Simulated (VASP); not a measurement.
Er under changes of volume

One of the cells (31.572 Å³/atom); the others are scaled copies at fixed shape and fractional positions:

```xyz
1
Lattice="-1.9910 1.9910 1.9910 1.9910 -1.9910 1.9910 1.9910 1.9910 -1.9910" Properties=species:S:1:pos:R:3 pbc="T T T"
Er    0.0000    0.0000    0.0000
```

This isn't the form of Er at room conditions, which is hcp.

| Quantity | Value |
| --- | --- |
| Program | VASP 6.6.1 |
| Functional | PBE |
| Potentials or basis | VASP PAW PBE potentials, release 64 (Er) |
| Cutoff | 520 eV |
| k mesh | 9 × 9 × 9 |
| Occupations | fermi-dirac, width 0.05 eV |
| Spin | collinear spin, ferromagnetic start |
| Starting moments | [3.0] μB |

```tsv
volume (Å³/atom)	energy over the lowest point (meV/atom)	pressure (GPa)
29.096	?	?
29.715	13.65	4.0
30.334	0.00	3.2
31.572	154.98	2.2
32.191	147.43	1.7
32.810	142.04	1.1
```

Task: What does the run at 29.096 Å³/atom give?

Result: Energy over the lowest point 30.40 meV/atom; pressure 4.9 GPa.

The energies don't lie on one smooth curve, so no fit is given. The run at 31.572 Å³/atom lies farthest off, from a change of basis, grid or state.

Energies are extrapolated to zero smearing.

Caveats: the magnetic or orbital state may not be the lowest.
